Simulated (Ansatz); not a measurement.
MnS:

```
Mn S
1.0
     3.95358    0.00000    0.00000
    -1.97679    3.42390    0.00000
     0.00000    0.00000    6.34253
Mn S
2 2
Direct
  0.66667 0.33333 0.49884
  0.33333 0.66667 0.99884
  0.33333 0.66667 0.62615
  0.66667 0.33333 0.12615
```

The cell is a database's computed one.

Base run:

| Item | Value |
| --- | --- |
| Program | Ansatz 0.2.0 |
| Functional | PBE |
| Potentials or basis | Ansatz PAW |
| Cutoff | 420 eV (not typed: the program's choice for these potentials) |
| k mesh | 8 × 8 × 4 |
| Occupations | fermi-dirac, width 0.05 eV |
| Spin | no spin polarisation |

Its results: band gap on the k mesh none (metal or under the smearing width); pressure -19.9 GPa; largest force 0.127 eV/Å.

Task: The run is repeated on the same cell with these changes: spin from no spin polarisation to collinear spin, antiferromagnetic start. What comes out?

Result: Band gap on the k mesh 0.83 eV, indirect (least direct gap 1.50 eV); pressure -0.5 GPa; net moment 0.00 μB per cell; site moments Mn +3.96, -3.96; S +0.05, -0.05 μB; largest force 0.165 eV/Å.

Caveats: semilocal functionals often make such compounds metallic where correlation or magnetic order opens a gap, which also shifts bond lengths (some runs).

A k mesh can miss the band edges.
